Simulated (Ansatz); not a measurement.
# Ti2H3: the cost of one run

Program: Ansatz 0.2.0. Level of theory: DFT PBE, scalar-relativistic, plane waves, PAW. These are calculated values, not measurements.

### Step 1. The system as given

Symmetry: P-3m1, No. 164, trigonal system. Conventional cell: a = 3.385 Å, b = 3.385 Å, c = 4.088 Å, α = 90.00°, β = 90.00°, γ = 120.00°. Around Ti (site symmetry 3m) lie 8 H at 1.99 to 2.18 Å and 3 Ti at 2.26 Å. H (site symmetry -3m) is surrounded by 6 Ti at 2.03 Å. H (site symmetry 3m) is surrounded by 5 Ti at 1.99 to 2.18 Å.

Structure file:

```cif
data_structure
_symmetry_space_group_name_H-M 'P 1'
_symmetry_Int_Tables_number 1
_cell_length_a 3.3854
_cell_length_b 3.3854
_cell_length_c 4.0875
_cell_angle_alpha 90.000
_cell_angle_beta 90.000
_cell_angle_gamma 120.000
_cell_volume 40.57
loop_
_atom_site_label
_atom_site_type_symbol
_atom_site_fract_x
_atom_site_fract_y
_atom_site_fract_z
_atom_site_occupancy
Ti1 Ti 0.33333 0.66667 0.13800 1
Ti2 Ti 0.66667 0.33333 0.86200 1
H1 H 0.00000 0.00000 0.00000 1
H2 H 0.33333 0.66667 0.62500 1
H3 H 0.66667 0.33333 0.37500 1
```

This is candidate A: Ga3Ni2 type (P-3m1, No. 164).

(A quick probe on a coarse mesh, which set the mesh and smearing, is not shown.)

### Step 3. Coarse relaxation (candidate A)

File input.yaml:

```yaml
crystal:
  lattice:
    - [3.3853769325, 0.0, 0.0]
    - [-1.6926884663, 2.9318224249, 0.0]
    - [0.0, 0.0, 4.0875304462]
  atoms:
    - { symbol: Ti, position: [0.3333333333, 0.6666666667, 0.138] }
    - { symbol: Ti, position: [0.6666666667, 0.3333333333, 0.862] }
    - { symbol: H, position: [0.0, 0.0, 0.0] }
    - { symbol: H, position: [0.3333333333, 0.6666666667, 0.625] }
    - { symbol: H, position: [0.6666666667, 0.3333333333, 0.375] }
basis:
  ecutwfc: 420
kpoints:
  mp_grid: { grid: [6, 6, 4] }
hamiltonian:
  xc: pbe
scf:
  occupations: { method: gaussian, width: 0.1 }
  lower_state_search: "off"
output:
  forces: true
  stress: true
  eigenvalues: true
relax:
  adjacent_minimum: "off"
  f_tol: 0.04
  max_steps: 70
  cell: { stress_tol: 0.4 }
```

On the command line:

```bash
> ansatz run input.yaml --threads 1 --pin off --max-ram 2560MiB --backend cpu --events-out ev --progress --plain --runs-dir out
```

Q: Estimate wall time and peak memory on 1 thread of Intel Xeon 6975P-C (Granite Rapids), shared host.

About 10 s, with a peak of 0.34 GiB.
